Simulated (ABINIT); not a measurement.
# InPd (Pm-3m) in ABINIT: convergence with smearing width

Aim: find how far smearing width must go before the results for InPd settle, at PBE. This setting moves, with any that are tied to it; all else stays.

Everything below comes from runs of ABINIT 10.8.3 (patched build). Logs are shortened: lines on timing, memory, paths and dates and some standing lists are left out, and cuts for length are marked. The log counts tension as positive stress, the text compression.

## 1. The structure

The structure is cubic, space group Pm-3m (No. 221). Conventional cell: a = 3.272 Å, b = 3.272 Å, c = 3.272 Å, α = 90.00°, β = 90.00°, γ = 90.00°. Around In (site symmetry m-3m) lie 8 Pd at 2.83 Å. Around Pd (site symmetry m-3m) lie 8 In at 2.83 Å.

The cell comes from a database or a generator and needn't be the stable form of this composition.

## 2. With smearing width 0.272 eV

Contents of run.abi:

```
# Pseudopotentials
pp_dirpath "./"
pseudos "In.upf, Pd.upf"

# Structure
acell 3.27188478 3.27188478 3.27188478 Angstrom
rprim
     1.0000000000     0.0000000000     0.0000000000
     0.0000000000     1.0000000000     0.0000000000
     0.0000000000     0.0000000000     1.0000000000
ntypat 2
znucl 49 46
natom 2
typat 1 2
xred
     0.0000000000     0.0000000000     0.0000000000
     0.5000000000     0.5000000000     0.5000000000

# Plane-wave basis
ecut 41.0

# k points
kptopt 1
ngkpt 8 8 8
nshiftk 1
shiftk 0.0 0.0 0.0

# Exchange and correlation
ixc 11

# Bands and occupations
nband 20
occopt 4
tsmear 0.272 eV

# SCF cycle
nstep 100
tolvrs 1.0e-10

# Output
iomode 3
prtwf 0
prtden 0
prteig 0
prtebands 0
```

Potentials or basis: PseudoDojo NC SR PBE v0.5 standard.

Started as:

```sh
$ abinit run.abi > log 2>&1
```

It took 52 s on 1 thread of Arm Neoverse V2, shared host; peak memory 0.09 GiB.

It converged, with:

```
Free energy                                           : -5496.0515 eV
Pressure                                              : 3.6 GPa
Band gap on the k mesh                                : none (metal or under the smearing width)
Valence electrons inside the program's atomic spheres : In 9.89; Pd 15.33
```

## 3. With smearing width 0.2 eV

run.abi, as its differences from that of step 2:

```diff
@@ -33,3 +33,3 @@
 occopt 4
-tsmear 0.272 eV
+tsmear 0.2 eV
```

Potentials or basis: PseudoDojo NC SR PBE v0.5 standard.

Started as:

```sh
$ abinit run.abi > log 2>&1
```

Wall time 49 s (1 thread of Arm Neoverse V2, shared host); peak memory 0.09 GiB.

The run converged. Its results:

```
Free energy                                           : -5496.0508 eV
Pressure                                              : 3.6 GPa
Band gap on the k mesh                                : none (metal or under the smearing width)
Valence electrons inside the program's atomic spheres : In 9.89; Pd 15.33
```

## 4. With smearing width 0.136 eV

run.abi, as its differences from that of step 3:

```diff
@@ -33,3 +33,3 @@
 occopt 4
-tsmear 0.2 eV
+tsmear 0.136 eV
```

Started as:

```sh
$ abinit run.abi > log 2>&1
```

It took 48 s on 1 thread of Arm Neoverse V2, shared host; peak memory 0.09 GiB.

The run converged. Its results:

```yaml
Free_energy: -5496.0496 eV
Pressure: 3.6 GPa
Band_gap_on_the_k_mesh: none (metal or under the smearing width)
Valence_electrons_inside_the_program's_atomic_spheres: In 9.89; Pd 15.33
```

## 5. With smearing width 0.1 eV

run.abi, as its differences from that of step 4:

```diff
@@ -33,3 +33,3 @@
 occopt 4
-tsmear 0.136 eV
+tsmear 0.1 eV
```

Started as:

```sh
$ abinit run.abi > log 2>&1
```

It took 47 s on 1 thread of Arm Neoverse V2, shared host; peak memory 0.09 GiB.

The run converged. Its results:

```yaml
Free_energy: -5496.0489 eV
Pressure: 3.6 GPa
Band_gap_on_the_k_mesh: none (metal or under the smearing width)
Valence_electrons_inside_the_program's_atomic_spheres: In 9.89; Pd 15.33
```

## 6. With smearing width 0.05 eV

run.abi, as its differences from that of step 5:

```diff
@@ -33,3 +33,3 @@
 occopt 4
-tsmear 0.1 eV
+tsmear 0.05 eV
```

Potentials or basis: PseudoDojo NC SR PBE v0.5 standard.

Started as:

```sh
$ abinit run.abi > log 2>&1
```

Wall time 47 s (1 thread of Arm Neoverse V2, shared host); peak memory 0.09 GiB.

Results (log left out):

```
Free energy                                           : -5496.0477 eV
Pressure                                              : 3.7 GPa
Band gap on the k mesh                                : none (metal or under the smearing width)
Valence electrons inside the program's atomic spheres : In 9.89; Pd 15.33
```

## 7. With smearing width 0.025 eV

run.abi, as its differences from that of step 6:

```diff
@@ -33,3 +33,3 @@
 occopt 4
-tsmear 0.05 eV
+tsmear 0.025 eV
```

Started as:

```sh
$ abinit run.abi > log 2>&1
```

Wall time 47 s (1 thread of Arm Neoverse V2, shared host); peak memory 0.09 GiB.

It converged, with:

- Free energy: -5496.0472 eV
- Pressure: 3.7 GPa
- Band gap on the k mesh: none (metal or under the smearing width)
- Valence electrons inside the program's atomic spheres: In 9.89; Pd 15.33

## 8. With smearing width 0.01 eV

run.abi, as its differences from that of step 7:

```diff
@@ -33,3 +33,3 @@
 occopt 4
-tsmear 0.025 eV
+tsmear 0.01 eV
```

Potentials or basis: PseudoDojo NC SR PBE v0.5 standard.

Started as:

```sh
$ abinit run.abi > log 2>&1
```

run.abo:

```text
.Version 10.8.3 of ABINIT
 Symmetries : space group Pm -3 m (#221); Bravais cP (primitive cubic)
================================================================================
 Values of the parameters that define the memory need of the present run
     intxc =       0    ionmov =       0      iscf =       7    lmnmax =       6
     lnmax =       6     mgfft =      36  mpssoang =       3    mqgrid =    3001
     natom =       2  nloc_mem =       1    nspden =       1   nspinor =       1
    nsppol =       1      nsym =      48    n1xccc =    2501    ntypat =       2
    occopt =       4   xclevel =       2
       mpw =        2996          nfft =       46656          nkpt =          35
================================================================================
================================================================================

--------------------------------------------------------------------------------
------------- Echo of variables that govern the present computation ------------
--------------------------------------------------------------------------------
 -outvars: echo values of preprocessed input variables --------
            acell      6.1829661497E+00  6.1829661497E+00  6.1829661497E+00 Bohr
              amu      1.14820000E+02  1.06420000E+02
             ecut      4.10000000E+01 Hartree
              ixc          11
         kptrlatt        8    0    0      0    8    0      0    0    8
          kptrlen      4.94637292E+01
            natom           2
            nband          20
            ngfft          36      36      36
             nkpt          35
            nstep         100
             nsym          48
           ntypat           2
           occopt           4
           prtden           0
        prtebands           0
           prteig           0
            prtwf           0
          spgroup         221
           tolvrs      1.00000000E-10
           tsmear      3.67493222E-04 Hartree
            typat      1  2
           xangst      0.0000000000E+00  0.0000000000E+00  0.0000000000E+00
                       1.6359423900E+00  1.6359423900E+00  1.6359423900E+00
            xcart      0.0000000000E+00  0.0000000000E+00  0.0000000000E+00
                       3.0914830749E+00  3.0914830749E+00  3.0914830749E+00
             xred      0.0000000000E+00  0.0000000000E+00  0.0000000000E+00
                       5.0000000000E-01  5.0000000000E-01  5.0000000000E-01
            znucl       49.00000   46.00000

================================================================================

 chkinp: Checking input parameters for consistency.

================================================================================
== DATASET  1 ==================================================================

--- !DatasetInfo
iteration_state: {dtset: 1, }
[... 81 lines left out ...]
- [  5.0000E-01,   5.0000E-01,   5.0000E-01, Pd]
cartesian_forces: # hartree/bohr
- [ -0.00000000E+00,  -0.00000000E+00,  -0.00000000E+00, ]
- [ -0.00000000E+00,  -0.00000000E+00,  -0.00000000E+00, ]
force_length_stats: {min:   0.00000000E+00, max:   0.00000000E+00, mean:   0.00000000E+00, }
...

 Integrated electronic density in atomic spheres:
 ------------------------------------------------
 Atom  Sphere_radius  Integrated_density
    1        2.00000          9.88773064
    2        2.00000         15.33019570
================================================================================

 ----iterations are completed or convergence reached----

 Mean square residual over all n,k,spin=   18.272E-07; max=  38.149E-05
 reduced coordinates (array xred) for    2 atoms
       0.000000000000      0.000000000000      0.000000000000
       0.500000000000      0.500000000000      0.500000000000
 rms dE/dt=  0.0000E+00; max dE/dt=  0.0000E+00; dE/dt below (all hartree)
    1       0.000000000000      0.000000000000      0.000000000000
    2       0.000000000000      0.000000000000      0.000000000000

 cartesian coordinates (angstrom) at end:
    1      0.00000000000000     0.00000000000000     0.00000000000000
    2      1.63594239000000     1.63594239000000     1.63594239000000

 cartesian forces (hartree/bohr) at end:
    1     -0.00000000000000    -0.00000000000000    -0.00000000000000
    2     -0.00000000000000    -0.00000000000000    -0.00000000000000
 frms,max,avg= 0.0000000E+00 0.0000000E+00   0.000E+00  0.000E+00  0.000E+00 h/b

 cartesian forces (eV/Angstrom) at end:
    1     -0.00000000000000    -0.00000000000000    -0.00000000000000
    2     -0.00000000000000    -0.00000000000000    -0.00000000000000
 frms,max,avg= 0.0000000E+00 0.0000000E+00   0.000E+00  0.000E+00  0.000E+00 e/A
 length scales=  6.182966149726  6.182966149726  6.182966149726 bohr
              =  3.271884780000  3.271884780000  3.271884780000 angstroms
 Fermi (or HOMO) energy (hartree) =   0.40203   Average Vxc (hartree)=  -0.46644
 Eigenvalues (hartree) for nkpt=  35  k points:
 kpt#   1, nband= 20, wtk=  0.00195, kpt=  0.0000  0.0000  0.0000 (reduced coord)
  -2.69966   -1.44115   -1.44115   -1.44115   -0.14600   -0.14600   -0.13108   -0.13108
  -0.13108    0.03626    0.26642    0.26642    0.32320    0.32320    0.32320    0.56234
   0.56234    0.56234    0.75256    0.79446
      occupation numbers for kpt#   1
   2.00000    2.00000    2.00000    2.00000    2.00000    2.00000    2.00000    2.00000
   2.00000    2.00000    2.00000    2.00000    2.00000    2.00000    2.00000    0.00000
   0.00000    0.00000    0.00000    0.00000
 prteigrs : prtvol=0 or 1, do not print more k-points.

--- !EnergyTerms
iteration_state     : {dtset: 1, }
comment             : Components of total free energy in Hartree
kinetic             :  8.76705340336925E+01
hartree             :  4.13485119741445E+01
xc                  : -4.13027866769141E+01
Ewald energy        : -1.43466230316954E+02
psp_core            :  6.74364174173789E+00
local_psp           : -1.39329289613423E+02
non_local_psp       : -1.36403918662150E+01
internal            : -2.01976010723932E+02
'-kT*entropy'       :  3.08422572262522E-06
total_energy        : -2.01976007639706E+02
total_energy_eV     : -5.49604715630524E+03
band_energy         : -1.18123895486363E+01
...

 Cartesian components of stress tensor (hartree/bohr^3)
  sigma(1 1)= -1.28931074E-04  sigma(3 2)=  0.00000000E+00
  sigma(2 2)= -1.28931074E-04  sigma(3 1)=  0.00000000E+00
  sigma(3 3)= -1.28931074E-04  sigma(2 1)=  0.00000000E+00

-Cartesian components of stress tensor (GPa)         [Pressure=  3.7933E+00 GPa]
- sigma(1 1)= -3.79328316E+00  sigma(3 2)=  0.00000000E+00
- sigma(2 2)= -3.79328316E+00  sigma(3 1)=  0.00000000E+00
- sigma(3 3)= -3.79328316E+00  sigma(2 1)=  0.00000000E+00

== END DATASET(S) ==============================================================
================================================================================

 -outvars: echo values of variables after computation  --------
            acell      6.1829661497E+00  6.1829661497E+00  6.1829661497E+00 Bohr
           etotal     -2.0197600764E+02
            fcart     -0.0000000000E+00 -0.0000000000E+00 -0.0000000000E+00
                      -0.0000000000E+00 -0.0000000000E+00 -0.0000000000E+00
           strten     -1.2893107416E-04 -1.2893107416E-04 -1.2893107416E-04
                       0.0000000000E+00  0.0000000000E+00  0.0000000000E+00
           xangst      0.0000000000E+00  0.0000000000E+00  0.0000000000E+00
                       1.6359423900E+00  1.6359423900E+00  1.6359423900E+00
             xred      0.0000000000E+00  0.0000000000E+00  0.0000000000E+00
                       5.0000000000E-01  5.0000000000E-01  5.0000000000E-01
 Calculation completed.
```

It took 47 s on 1 thread of Arm Neoverse V2, shared host; peak memory 0.09 GiB.

Results:

```
Free energy                                           : -5496.0472 eV
Pressure                                              : 3.8 GPa
Band gap on the k mesh                                : none (metal or under the smearing width)
Valence electrons inside the program's atomic spheres : In 9.89; Pd 15.33
```

## 9. The series at a glance

```
smearing width  energy less the tightest run (meV/atom)  pressure (GPa)  SCF cycles  CPU time (s)  peak memory (GiB)
      0.272 eV                                    -2.15            3.64          11            52               0.09
        0.2 eV                                    -1.84            3.64          11            49               0.09
      0.136 eV                                    -1.23            3.64          11            48               0.09
        0.1 eV                                    -0.85            3.64          11            47               0.09
       0.05 eV                                    -0.29            3.67          11            47               0.09
      0.025 eV                                    -0.02            3.73          11            47               0.09
       0.01 eV                                     0.00            3.79          11            47               0.09
```

Against the tightest run, the energy stays within 1 meV/atom from 0.1 eV on; the pressure stays within 0.1 GPa from 0.025 eV on. Narrower smearing needs a denser k mesh, so at a fixed mesh the narrowest width isn't the most accurate. The tightest run that finished is the yardstick and may itself not be fully converged.
